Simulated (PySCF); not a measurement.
Compound: C4H9NO.
Structure used (PBE0-D3(BJ)/def2-SVP), in Å, numbered top down from 1:
```
atom  x, y, z in Å
C1    -0.9989    0.8802    0.3778
C2    -1.2111   -0.0892   -0.7774
O3    -0.0106   -0.3238   -1.4689
C4     0.9995   -0.8188   -0.6273
C5     1.2678    0.1360    0.5280
N6     0.0639    0.4595    1.2731
H7    -1.9332    1.0143    0.9467
H8    -0.7287    1.8679   -0.0369
H9    -1.6204   -1.0472   -0.3869
H10   -1.9312    0.3087   -1.5094
H11    0.7077   -1.8140   -0.2237
H12    1.8964   -0.9613   -1.2508
H13    1.6839    1.0745    0.1204
H14    2.0255   -0.2836    1.2097
H15   -0.2387   -0.3582    1.8015
```

Linear response at PBE0/def2-SVPD (PySCF, frozen core in the response, non-relativistic).

Static isotropic polarisability: 60.02 au (8.89 Å³), principal values 55.5, 58.3, 66.3 au.

Problem. What is the polarisability at 1064 nm and at the sodium D line?

Solution. 60.44 au at 1064 nm (+0.7 %), 61.45 au at 589.3 nm (+2.4 %). The rise at 589.3 nm is 3.37 times that at 1064 nm; a pure ω² law gives 3.26. The lowest singlet lies at 215 nm, shorter than both wavelengths.

Problem. What is the isotropic C6 coefficient between two such molecules, C6 = (3/π)∫α(iω)² dω?

Solution. 1648 au (Eh·bohr⁶) by a ten-point quadrature over imaginary frequencies, which is 985 eV·Å⁶ or 95 J·nm⁶/mol.

Problem. Which effective excitation energy ω̄ makes London's formula C6 = (3/4)α²ω̄ exact here?

Solution. ω̄ = 4·C6/(3α²) = 0.610 Eh = 16.6 eV. A one-pole form α(ω) = α/(1 − ω²/ω̄²) fitted to the 1064 nm value gives 13.9 eV.

Problem. What molar refraction at the D line follows from R = (4π/3)·N_A·α′, with α′ the polarisability volume?

Solution. α′ = 9.11 Å³ gives R = 22.97 cm³/mol, for isolated, non-vibrating species.

Problem. What n − 1 at the D line would an ideal gas of it have at 273.15 K and 1 atm (2.6868 × 10¹⁹ cm⁻³), by n − 1 = 2π·N·α′?

Solution. 15.37 × 10⁻⁴, a formal value whether or not that pressure can be reached.

Problem. The lowest 6 singlets have (eV, f): 5.76, 0.014; 6.50, 0.047; 6.50, 0.045; 6.79, 0.006; 7.12, 0.004; 7.52, 0.007. What share of the static polarisability do they carry in the sum over states α = Σ f/ω²?

Solution. 2.18 au, 3.6 % of α; the largest term, 0.83 au, is that of the state at 6.50 eV. Their oscillator strengths add up to 0.12. Higher states carry the rest.

Problem. How many electrons N does the Slater–Kirkwood formula C6 = (3/4)·√N·α^(3/2) need to give this C6?

Solution. N = (4·C6/3)²/α³ = 22.3; the species has 48 electrons in all.

One conformer stands for the species.
